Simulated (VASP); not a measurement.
# BN (P6_3/mmc) in VASP: a series of runs, part 2 of 2

VASP 6.6.1. The steps go on from the part before.

**3. Single point, HSE03+D3(BJ)**

File run.py:

```python
from ase.calculators.vasp import Vasp
from ase.dft.bandgap import bandgap
from ase.io import read

atoms = read('BN.xyz')
calc = Vasp(
    directory='calc',
    xc='hse03',
    pp='PBE',
    setups='recommended',
    prec='Accurate',
    encut=520,
    ediff=1e-07,
    ismear=-1,
    sigma=0.02,
    lreal=False,
    lasph=True,
    nelm=100,
    algo='Normal',
    isif=2,
    lwave=False,
    lcharg=False,
    precfock='Fast',
    ivdw=12,
    vdw_s6=1.0,
    vdw_s8=1.1243,
    vdw_a1=0.0,
    vdw_a2=6.8889,
    kpts=[6, 6, 2],
    gamma=True,
    nbands=16,
)
atoms.calc = calc

print('energy (eV):', atoms.get_potential_energy())
print('free energy (eV):', atoms.get_potential_energy(force_consistent=True))
print('forces (eV/A):')
print(atoms.get_forces())
print('stress (eV/A^3, Voigt):', atoms.get_stress())
print('Fermi level (eV):', calc.get_fermi_level())
gap, top, bottom = bandgap(calc)
print('band gap (eV):', gap, 'from (spin, k, band)', top, 'to', bottom)
```

File BN.xyz:

```xyz
4
Lattice="2.4982400000 0.0000000000 0.0000000000 -1.2491200000 2.1635393048 0.0000000000 0.0000000000 0.0000000000 6.6357000000" Properties=species:S:1:pos:R:3 pbc="T T T"
N      1.2491200001      0.7211797682      1.6589250000
N     -0.0000000001      1.4423595366      4.9767750000
B      1.2491200001      0.7211797682      4.9767750000
B     -0.0000000001      1.4423595366      1.6589250000
```

Potentials or basis: VASP PAW PBE potentials, release 64 (N, B).

Command:

```bash
$ python run.py
```

Log:

```text
energy (eV): -40.64442479
free energy (eV): -40.64442479
forces (eV/A):
[[-0.  0.  0.]
 [ 0. -0.  0.]
 [ 0. -0. -0.]
 [ 0.  0. -0.]]
stress (eV/A^3, Voigt): [ 0.02105866  0.02105866  0.00692264 -0.         -0.         -0.        ]
Fermi level (eV): 2.15382815
band gap (eV): 5.3549 from (spin, k, band) (0, np.int64(13), np.int64(7)) to (0, np.int64(3), np.int64(8))
```

OUTCAR:

```text
ENCUT = 520.000000
   HFSCREEN = 0.300000
   EDIFF = 1.00e-07
   GGA = PE
   PREC = Accurate
   PRECFOCK = Fast
   ISIF = 2
   ISMEAR = -1
   NELM = 100
   IVDW = 12
   LASPH = .TRUE.
   LHFCALC = .TRUE.
   LREAL = .FALSE.
 IVDW          = 12

 ion  position               nearest neighbor table
   1  0.667  0.333  0.250-   4 1.44   4 1.44   4 1.44
   2  0.333  0.667  0.750-   3 1.44   3 1.44   3 1.44
   3  0.667  0.333  0.750-   2 1.44   2 1.44   2 1.44
   4  0.333  0.667  0.250-   1 1.44   1 1.44   1 1.44

  LATTYP: Found a hexagonal cell.
 ALAT       =     2.4982400000
 C/A-ratio  =     2.6561499296

  Lattice vectors:

 A1 = (   2.4982400000,   0.0000000000,   0.0000000000)
 A2 = (  -1.2491200000,   2.1635393048,   0.0000000000)
 A3 = (   0.0000000000,   0.0000000000,   6.6357000000)

Analysis of symmetry for initial positions (statically):
=====================================================================
 Subroutine PRICEL returns:
 Original cell was already a primitive cell.

 Routine SETGRP: Setting up the symmetry group for a
 hexagonal supercell.

 Subroutine GETGRP returns: Found 24 space group operations
 (whereof 12 operations were pure point group operations)
[... 172 lines left out ...]
 fundamental gap:      5.3548634296
 Fermi energy:         2.1538281460

 k-point     1 :       0.0000    0.0000    0.0000
  band No.  band energies     occupation
      1     -17.9482      2.00000
      2     -17.6387      2.00000
      3      -5.1251      2.00000
      4      -2.8587      2.00000
      5       0.0757      2.00000
      6       0.0757      2.00000
[... 243 lines left out ...]
      3      -6.9974      2.00000
      4      -6.9974      2.00000
      5      -6.2890      2.00000
      6      -6.2890      2.00000
[... 8 lines left out ...]
     15      20.7943      0.00000
     16      20.7943      0.00000

------------------------ aborting loop because EDIFF is reached ----------------------------------------

 Edisp (eV)   -0.62679

 E8    (eV) :    -0.2346

  FORCE on cell =-STRESS in cart. coord.  units (eV):
  Direction    XX          YY          ZZ          XY          YZ          ZX
  --------------------------------------------------------------------------------------
  -------------------------------------------------------------------------------------
  Total      -0.75529    -0.75529    -0.24829     0.00000     0.00000     0.00000
  in kB     -33.73969   -33.73969   -11.09129     0.00000     0.00000     0.00000
  external pressure =      -26.19 kB  Pullay stress =        0.00 kB

 VOLUME and BASIS-vectors are now :
 -----------------------------------------------------------------------------
  energy-cutoff  :      520.00
  volume of cell :       35.87
      direct lattice vectors                 reciprocal lattice vectors
     2.498240000  0.000000000  0.000000000     0.400281798  0.231102804  0.000000000
    -1.249120000  2.163539305  0.000000000     0.000000000  0.462205608  0.000000000
     0.000000000  0.000000000  6.635700000     0.000000000  0.000000000  0.150700002

 POSITION                                       TOTAL-FORCE (eV/Angst)
 -----------------------------------------------------------------------------------
      1.24912      0.72118      1.65892        -0.000000      0.000000      0.000000
     -0.00000      1.44236      4.97677         0.000000     -0.000000      0.000000
      1.24912      0.72118      4.97677         0.000000     -0.000000     -0.000000
     -0.00000      1.44236      1.65892         0.000000      0.000000     -0.000000
 -----------------------------------------------------------------------------------
    total drift:                               -0.000000     -0.000000     -0.000000

  FREE ENERGIE OF THE ION-ELECTRON SYSTEM (eV)
  ---------------------------------------------------
  free  energy   TOTEN  =       -40.6444247905 eV

  energy  without entropy=      -40.6444247905  energy(sigma->0) =      -40.64442479
```

INCAR:

```text
ENCUT = 520.000000
HFSCREEN = 0.300000
SIGMA = 0.020000
VDW_S6 = 1.000000
VDW_S8 = 1.124300
VDW_A1 = 0.000000
VDW_A2 = 6.888900
EDIFF = 1.00e-07
ALGO = Normal
GGA = PE
PREC = Accurate
PRECFOCK = Fast
ISIF = 2
ISMEAR = -1
NBANDS = 16
NELM = 100
IVDW = 12
LASPH = .TRUE.
LCHARG = .FALSE.
LHFCALC = .TRUE.
LWAVE = .FALSE.
LREAL = .FALSE.
```

It took 5.7 min on 1 thread of Intel Xeon Platinum 8259CL at 2.50GHz (Skylake/Cascade Lake), shared host; peak memory 0.26 GiB.

What came out:

| Property | Result |
| --- | --- |
| Free energy | -40.6444 eV |
| Pressure | -2.6 GPa |
| Band gap on the k mesh | 5.35 eV, indirect (least direct gap 5.82 eV) |
| Dispersion energy per atom | -0.157 eV |

Caveat: the k mesh is coarse (spacing up to 0.48 Å⁻¹), so the values aren't converged, least of all with exact exchange; the PAW data sets were made with another functional, which shifts forces and pressure a little. A k mesh can miss the band edges.

**4. The reference run**

An earlier run on the cell as given: functional PBE; potentials or basis VASP PAW PBE potentials, release 64 (N, B); cutoff 520 eV; k mesh 12 × 12 × 4; occupations fermi-dirac, width 0.05 eV; no spin polarisation.

- Pressure: 5.1 GPa
- Band gap on the k mesh: 4.29 eV, indirect (least direct gap 4.66 eV)

**5. The runs side by side**

| task | level | potentials or basis | k mesh | cutoff (eV) | smearing | grid for exact exchange (PRECFOCK) | mesh quality | gap on the mesh (eV) | pressure (GPa) |
| --- | --- | --- | --- | --- | --- | --- | --- | --- | --- |
| electron localisation function | BEEF-vdW | VASP PAW PBE potentials, release 64 (N_GW, B_GW) | 12 × 12 × 4 | 600 | gaussian 0.05 eV | - | not flagged | 4.51 | 4.4 |
| single point | HSE03+D3(BJ) | VASP PAW PBE potentials, release 64 (N, B) | 6 × 6 × 2 | 520 | fermi-dirac 0.02 eV | Fast | coarse | 5.35 | -2.6 |
| single point | PBE | VASP PAW PBE potentials, release 64 (N, B) | 12 × 12 × 4 | 520 | fermi-dirac 0.05 eV | - | not flagged | 4.29 | 5.1 |

Alike in all rows: no spin polarisation; cell as given.

Caveats: some runs use coarse meshes; the PAW data sets were made with another functional, which shifts forces and pressure a little (some runs); this functional lacks dispersion, which binds the layers, so the pressure and a relaxed spacing across them are unreliable (some runs).

Absolute energies hang on the potentials; compare differences alone.
